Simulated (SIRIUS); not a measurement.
MnO:

```
CELL_PARAMETERS angstrom
0.00000 2.22200 2.22200
2.22200 0.00000 2.22200
2.22200 2.22200 0.00000
ATOMIC_POSITIONS crystal
Mn 0.00000 0.00000 0.00000
O 0.50000 0.50000 0.50000
```

Base run:

- Program: SIRIUS 7.12.0
- Functional: PBE
- Potentials or basis: all-electron FP-LAPW
- Cutoff: 276 eV
- Basis: apw+lo standard
- k mesh: 8 × 8 × 8
- Occupations: fermi-dirac, width 0.05 eV
- Spin: no spin polarisation

Its results: band gap on the k mesh none (metal or under the smearing width).

Question: The run is repeated on the same cell with these changes: spin from no spin polarisation to collinear spin, ferromagnetic start; reference energy of the basis from 0.25 Ha to 0.27 Ha. What comes out?

Answer: Band gap on the k mesh none (metal or under the smearing width); net moment 4.77 μB per cell; site moments Mn +4.36; O +0.20 μB.

Caveats: semilocal functionals often make such compounds metallic where correlation or magnetic order opens a gap, which also shifts bond lengths; an odd number of electrons without spin polarisation forces a metal (some runs); a magnetic or distorted state may lie lower (some runs); a cell with one magnetic atom can't hold antiferromagnetic order, which such compounds often take (some runs).
